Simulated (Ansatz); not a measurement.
# V: one cell, many SCF starts, part 2 of 2

Aim: see which self-consistent states V reaches from different starts at one fixed geometry, and which of them is lowest. The cell (2 atoms) is V in its experimental structure (space group Im-3m, primitive cell doubled). Source: COD entry 4117482, which need not be the ambient phase.

Ansatz 0.2.0; DFT LDA, PAW, plane waves, scalar-relativistic. The steps go on from the part before.

### 5 Spin on, no moments given (the program may seed its own), plain SCF

The input, input.yaml:

```yaml
crystal:
  lattice:
    - [0.0, 0.0, -3.02032]
    - [3.02032, -3.02032, 0.0]
    - [-1.51016, -1.51016, 1.51016]
  atoms:
    - { symbol: V, position: [0.0, 0.0, 0.0] }
    - { symbol: V, position: [0.5, 0.5, 0.0] }
hamiltonian:
  xc: lda
  pseudopotentials: { kind: paw }
basis:
  ecutwfc: 420
kpoints:
  mp_grid: { grid: [11, 7, 13] }
scf:
  occupations: { method: fermi_dirac, width: 0.1 }
  lower_state_search: "off"
output:
  forces: true
  stress: true
magnetization:
  spin_polarized: true
```

The log of the run:

```text
[... 1 line as in an earlier run ...]
band count auto-derived: 20 (N_el = 26.0; filled up to band 13; 17 by the electrons, moments and atoms)
[... 8 lines as in an earlier run ...]
Bands: 20, of which v1, the nominal top of the filled ones, is band 13 counted from 1 (12 counted from 0)
[... 9 lines as in an earlier run ...]
SCF iter   1: F=—  HF=-5721.473763 eV  |F-HF|=—  |Δ(HF+E_count)|=         —  Δρ=4.60e-2 (↑4.60e-2 ↓4.60e-2)  dr2=2.08e0  dr2_m=0.00e0  M=0.000 μB ∫|m|=0.000 μB  β_m=0.30  ethr=3.10e-3  ⟨swp⟩=4.0  Hψ=20975  notcnv=0  defer=13
preconditioner: auto → none  [metal: Δε(μ)=0.004 eV  Ē_g=4.881 eV  σ=0.100 eV  W_gap=0.01  n_scr=6 (ndim 8)  ℏωp=22.4 eV  f_vac=0.000  D(μ)=3.11/eV (n_scr^D=42)  sad-step TF]
SCF iter   2: F=—  HF=-5717.997229 eV  |F-HF|=—  |Δ(HF+E_count)|=    3.48e0  Δρ=1.25e-1 (↑1.13e-1 ↓1.25e-1)  dr2=1.33e-1  dr2_m=3.55e0  M=3.796 μB ∫|m|=3.796 μB  ethr=3.10e-3  ⟨swp⟩=2.8  Hψ=11923  notcnv=0  defer=84
Mixer restart at iter 2: flushing history
SCF iter   3: F=—  HF=-5720.361227 eV  |F-HF|=—  |Δ(HF+E_count)|=         —  Δρ=8.30e-2 (↑8.30e-2 ↓5.36e-2)  dr2=4.67e-1  dr2_m=1.11e0  M=1.672 μB ∫|m|=1.672 μB  β_m=0.30  ethr=5.13e-4  ⟨swp⟩=2.8  Hψ=21416  notcnv=0  defer=103
SCF iter   4: F=—  HF=-5720.440894 eV  |F-HF|=—  |Δ(HF+E_count)|=   7.97e-2  Δρ=5.17e-2 (↑5.17e-2 ↓5.00e-2)  dr2=2.91e-2  dr2_m=6.39e-1  M=1.523 μB ∫|m|=1.523 μB  β_m=0.56  ethr=5.13e-4  ⟨swp⟩=2.5  Hψ=24699  notcnv=0  defer=255
[... 4 lines left out ...]
SCF iter   9: F=—  HF=-5720.834466 eV  |F-HF|=—  |Δ(HF+E_count)|=   2.12e-4  Δρ=4.52e-4 (↑2.47e-4 ↓4.52e-4)  dr2=2.50e-5  dr2_m=2.48e-5  M=-0.018 μB ∫|m|=0.018 μB  β_m=0.78  ethr=1.99e-6  ⟨swp⟩=2.2  Hψ=14860  notcnv=0  defer=107
Mixer restart at iter 9: flushing history
SCF iter  10: F=—  HF=-5720.834487 eV  |F-HF|=—  |Δ(HF+E_count)|=         —  Δρ=6.77e-6 (↑6.77e-6 ↓6.77e-6)  dr2=3.59e-8  dr2_m=0.00e0  M=0.000 μB ∫|m|=0.000 μB  β_m=0.78  ethr=9.61e-8  ⟨swp⟩=4.1  Hψ=17129  notcnv=0  defer=1
SCF iter  11: F=-5720.834487 eV  HF=-5720.834487 eV  |F-HF|=8.04e-9  |Δ(HF+E_count)|=   4.74e-9  Δρ=3.14e-6 (↑3.14e-6 ↓3.14e-6)  dr2=7.09e-9  dr2_m=0.00e0  M=0.000 μB ∫|m|=0.000 μB  ethr=1.38e-10  ⟨swp⟩=3.0  Hψ=14622  notcnv=0
SCF 1 converged in 11 iterations: F = -5720.834487 eV  dr2 = 7.09e-9
this state was not tested for a lower state beside it, because too few of the mixer's solves of this state at the end of the SCF gave a reading for the test (the SCF was short, the solves that were read can be of a state that the SCF has left, the mixer's history had been emptied shortly before, the bands' solves  [...]
SCF converged after 11 iterations
Magnetization: 0.0000 μB (13.0000 up, 13.0000 down)
Absolute magnetization: 0.0000 μB (∫|ρ↑−ρ↓|)
Spin contamination: 0.0000 ħ² per cell (⟨S²⟩ above its minimum at these occupations)
Per-site moments (μB) at R_I (Å): [(0.0, 1.078965462117764), (0.0, 1.078965462117764)]
Free energy (F): -5720.834487 eV
Harris-Foulkes:  -5720.834487 eV  (|F-HF|=8.04e-9)
Internal energy: -5720.717843 eV  (E = F + TS)
E sigma→0 (E₀):  -5720.776165 eV
Entropy (-TS):   -0.116645 eV (-58.322 meV/atom)
Fermi energy:    15.786625 eV
[... 25 lines left out: energy terms, forces, stress ...]
```

It took 5.4 s on 2 threads of an x86-64 CPU, shared host; peak memory 0.51 GiB.

The run ends in the same state as step 2 (non-magnetic); it took 11 iterations.

### 6 Parallel moments scaled by 1.5, plain SCF

input.yaml, as its differences from that of step 5:

```diff
@@ -6,4 +6,6 @@
   atoms:
-    - { symbol: V, position: [0.0, 0.0, 0.0] }
-    - { symbol: V, position: [0.5, 0.5, 0.0] }
+    - { symbol: V, position: [0.0, 0.0, 0.0], spin: 3.0 }
+    - { symbol: V, position: [0.5, 0.5, 0.0], spin: 3.0 }
+magnetization:
+  spin_polarized: true
 hamiltonian:
@@ -21,3 +23 @@
   stress: true
-magnetization:
-  spin_polarized: true
```

The log of the run:

```text
[... 17 lines as in an earlier run ...]
Starting moments: Σ|m| = 6 μB on 2 of 2 sites
[... 2 lines as in an earlier run ...]
SCF iter   1: F=—  HF=-5719.420275 eV  |F-HF|=—  |Δ(HF+E_count)|=         —  Δρ=1.85e-1 (↑1.85e-1 ↓1.15e-1)  dr2=1.64e0  dr2_m=5.58e0  M=2.196 μB ∫|m|=2.196 μB  β_m=0.30  ethr=3.10e-3  ⟨swp⟩=3.8  Hψ=41082  notcnv=0
Mixer restart at iter 1: flushing history
preconditioner: auto → none  [metal: Δε(μ)=0.014 eV  Ē_g=5.115 eV  σ=0.100 eV  W_gap=0.03  n_scr=6 (ndim 8)  ℏωp=22.4 eV  f_vac=0.000  D(μ)=2.57/eV (n_scr^D=30)  sad-step TF]
spin-set hold released at iteration 1 (the charge has settled, or the pull on large starting moments outlasts its swing): the magnetisation degrees of freedom join the quasi-Newton model from the next iteration; the mixer history was flushed
SCF iter   2: F=—  HF=-5719.796399 eV  |F-HF|=—  |Δ(HF+E_count)|=   3.76e-1  Δρ=1.32e-1 (↑1.32e-1 ↓9.47e-2)  dr2=5.21e-1  dr2_m=3.19e0  M=1.943 μB ∫|m|=1.943 μB  β_m=0.65  ethr=3.10e-3  ⟨swp⟩=2.4  Hψ=20780  notcnv=0  defer=291
SCF iter   3: F=—  HF=-5720.852804 eV  |F-HF|=—  |Δ(HF+E_count)|=    1.06e0  Δρ=4.28e-2 (↑4.28e-2 ↓1.28e-2)  dr2=3.53e-1  dr2_m=1.56e-1  M=0.891 μB ∫|m|=0.891 μB  β_m=0.58  ethr=2.00e-3  ⟨swp⟩=2.0  Hψ=15601  notcnv=0  defer=291
SCF iter   4: F=—  HF=-5720.808261 eV  |F-HF|=—  |Δ(HF+E_count)|=   4.45e-2  Δρ=1.17e-2 (↑7.38e-3 ↓1.17e-2)  dr2=9.63e-3  dr2_m=2.10e-2  M=0.525 μB ∫|m|=0.525 μB  β_m=0.79  ethr=1.36e-3  ⟨swp⟩=2.8  Hψ=23636  notcnv=0  defer=189
SCF iter   5: F=—  HF=-5720.828146 eV  |F-HF|=—  |Δ(HF+E_count)|=   1.99e-2  Δρ=4.11e-3 (↑4.11e-3 ↓4.06e-3)  dr2=6.21e-5  dr2_m=4.18e-3  M=0.259 μB ∫|m|=0.259 μB  β_m=0.90  ethr=3.70e-5  ⟨swp⟩=2.4  Hψ=23146  notcnv=0  defer=76
[... 3 lines left out ...]
SCF iter   9: F=—  HF=-5720.834487 eV  |F-HF|=—  |Δ(HF+E_count)|=   1.89e-6  Δρ=2.62e-5 (↑2.03e-5 ↓2.62e-5)  dr2=1.78e-8  dr2_m=1.34e-7  M=0.001 μB ∫|m|=0.001 μB  β_m=0.91  ethr=3.85e-10  ⟨swp⟩=2.0  Hψ=40262  notcnv=0
iter 10 did not close the SCF: its close was put off for a magnetic moment that had not settled (scf_convergence_deferred on its scf_iter line)
SCF iter  10: F=-5720.834487 eV  HF=-5720.834487 eV  |F-HF|=3.67e-10  |Δ(HF+E_count)|=   1.34e-7  Δρ=2.28e-6 (↑2.28e-6 ↓1.66e-6)  dr2=2.66e-10  dr2_m=9.25e-10  M=0.000 μB ∫|m|=0.000 μB  β_m=0.94  ethr=6.86e-11  ⟨swp⟩=3.0  Hψ=25946  notcnv=0
SCF iter  11: F=-5720.834487 eV  HF=-5720.834487 eV  |F-HF|=1.82e-12  |Δ(HF+E_count)|=   1.31e-9  Δρ=2.04e-7 (↑1.99e-7 ↓2.04e-7)  dr2=1.14e-11  dr2_m=4.61e-12  M=0.000 μB ∫|m|=0.000 μB  ethr=1.02e-12  ⟨swp⟩=1.0  Hψ=32799  notcnv=0
WARN: the starting moments were not kept: the SCF closed with an absolute magnetisation of 9.4e-6 μB, where they sum to 6 μB in size (2 sites). That is at most 0.1 of that sum. Measured as dr2_m measures the in/out step, that magnetisation stands 1.8e-11 eV from none, at or under the dr2_threshold of 1.0e-7 eV: it is no larger than a step whose dr2_m would equal this threshold. The system may hold no moment; this SCF shows only that its start led to no more than that. To try another start: raise the starting moments (crystal.atoms[].spin, magnetization.per_species, magnetization.initial_magnetization, or on a non-collinear deck that types none of these the spinor_matrix: blocks that start its atoms; where the total moment is fixed, keep their sum and leave initial_magnetization as it is; typed ones take the place of any that the run laid by itself, positive ones on a crystal's lanthanoids without a Hubbard term where scf.initial_density.shell_occupations: [] is typed) or, if the notice of its spin-set hold's release reads "site moments contracting" or "site moments show no strong build", lengthen the hold (scf.mixing.spin_hold: { on: { confirm: 4 } }; for m-r²SCAN on two components see the key's manual first). Each may lead to a state that holds a moment. A second SCF, from the converged charge density, with the starting moments and any scf.initial_density.shell_occupations laid on it anew, would have followed, and was not run: the deck does not ask for one (magnetization.retry_lost_moments is false, the default). To let it run, set magnetization.retry_lost_moments: true and run the deck again, where that key's refused combinations let it; where memory then withholds it, that run's warning says so.
SCF 1 converged in 11 iterations: F = -5720.834487 eV  dr2 = 1.14e-11
SCF converged after 11 iterations
Magnetization: 0.0000 μB (13.0000 up, 13.0000 down)
Absolute magnetization: 0.0000 μB (∫|ρ↑−ρ↓|)
Spin contamination: 0.0000 ħ² per cell (⟨S²⟩ above its minimum at these occupations)
Per-site moments (μB) at R_I (Å): [(3.4800878696350713e-6, 1.078965462117764), (3.4800878696350704e-6, 1.078965462117764)]
Free energy (F): -5720.834487 eV
Harris-Foulkes:  -5720.834487 eV  (|F-HF|=1.82e-12)
Internal energy: -5720.717842 eV  (E = F + TS)
E sigma→0 (E₀):  -5720.776165 eV
Entropy (-TS):   -0.116646 eV (-58.323 meV/atom)
Fermi energy:    15.786580 eV
[... 25 lines left out: energy terms, forces, stress ...]
```

It took 6.7 s on 2 threads of an x86-64 CPU, shared host; peak memory 0.53 GiB.

The run ends in the same state as step 2 (non-magnetic); it took 11 iterations.

### 7 All ends together

```
step  iterations  state  moments of V1 V2 (μB)  total (μB)  gap (eV)  pressure (GPa)  above lowest (meV/atom)
   2          17      1              0.00 0.00        0.00      none           -16.3                      0.0
   3          19      1              0.00 0.00        0.00      none           -16.3                      0.0
   4           6      1              0.00 0.00        0.00      none           -16.3                      0.0
   5          11      1              0.00 0.00        0.00      none           -16.3                      0.0
   6          11      1              0.00 0.00        0.00      none           -16.3                      0.0
```

States are numbered from the lowest. Starts by step: 2 parallel moments, plain SCF; 3 opposed moments +-, plain SCF; 4 no spin polarisation; 5 spin on, no moments given (the program may seed its own), plain SCF; 6 parallel moments scaled by 1.5, plain SCF.

The 5 runs of this session took 28 s in all, from 2 s to 8.6 s each.

Decimal logarithm of the largest residual (eV) by iteration, counted through all cycles of a run:

```
iteration  step 2  step 3  step 4  step 5  step 6
        1     0.5     0.4    -2.4     0.3     0.7
        2     0.3     0.1    -3.0     0.6     0.5
        3     0.0    -0.2    -4.1     0.0    -0.5
        4    -0.2    -0.3    -5.9    -0.2    -1.7
        5    -0.4    -0.5    -7.1    -0.8    -2.4
        6    -0.6    -0.6    -8.5    -1.7    -3.7
        8    -0.9    -0.9       -    -3.3    -5.6
        9    -1.1    -1.0       -    -4.6    -6.9
       11    -3.3    -1.2       -    -8.1   -10.9
       12    -3.8    -1.8       -       -       -
       14    -7.2    -3.5       -       -       -
       16    -9.6    -6.4       -       -       -
       17   -11.3    -7.6       -       -       -
       19       -   -10.6       -       -       -
```

### 8 What came out

The summary covers parts 1 to 2.

| quantity | value |
| --- | --- |
| distinct states | 1 from 5 converged runs |
| lowest state | non-magnetic |
| total moment | 0.00 μB per cell |
| gap on the k-mesh | none |
| pressure | -16.3 GPa |
| largest force | 0.000 eV/Å |

Distinct end states: 1, from 5 converged runs. Spin polarisation gains nothing here: every starting moment dies out. A lower state than any found can't be excluded. The mesh has less symmetry than the lattice, which lowers the symmetry of the run.
